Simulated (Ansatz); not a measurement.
How far is PAW off for NaI?

```
Na I
1.0
     0.00000    3.58138    3.58138
     3.58138    0.00000    3.58138
     3.58138    3.58138    0.00000
Na I
1 1
Direct
  0.00000 0.00000 0.00000
  0.25000 0.25000 0.25000
```

Atom numbers follow the list: Na1, I2.

The conventional cell has a = 7.163 Å, b = 7.163 Å, c = 7.163 Å, α = 90.00°, β = 90.00°, γ = 90.00°. Around Na (atom 1) lie 4 I at 3.10 Å. I (atom 2) is surrounded by 4 Na at 3.10 Å.

The cell was built from the zincblende type and relaxed in the same program, and has space group F-43m; it needn't be a known or the stable phase.

No spin–orbit coupling, which matters for the heavy atoms here.

Levels of theory: DFT, PBE, PAW with Ansatz's default frozen-core files, scalar-relativistic (Ansatz 0.2.0); DFT, PBE, all-electron PAW with datasets made for the crystal, scalar-relativistic (Ansatz 0.2.0); DFT, PBE, all-electron LAPW, scalar-relativistic (Ansatz 0.2.0).

For PAW: a Γ-centred 10×10×10 k mesh, Fermi–Dirac smearing of 0.05 eV, cutoff 420 eV, no spin polarisation. The crystal-made all-electron datasets (AE datasets) take a cutoff of 260 eV at this cell. LAPW targets a basis error of 1 meV/atom. The Ansatz runs share mesh, smearing and spin set-up. Plane-wave (PAW) pressures include the program's estimate of the Pulay term.

Stress and pressure are positive in compression.

Levels count from the top of the valence band.

| quantity | PAW | AE datasets | LAPW |
| --- | --- | --- | --- |
| pressure (GPa) | 0.01 | 0.01 | 0.01 |
| band gap (eV) | 3.771 | 3.772 | 3.771 |
| highest filled level at Γ (eV) | 0.000 | 0.000 | 0.000 |
| lowest empty level at Γ (eV) | 3.771 | 3.772 | 3.771 |
| highest filled level at L (eV) | -0.126 | -0.126 | -0.126 |
| lowest empty level at L (eV) | 5.359 | 5.360 | 5.359 |
| highest filled level at W (eV) | -0.423 | -0.423 | -0.423 |
| lowest empty level at W (eV) | 6.066 | 6.066 | 6.065 |
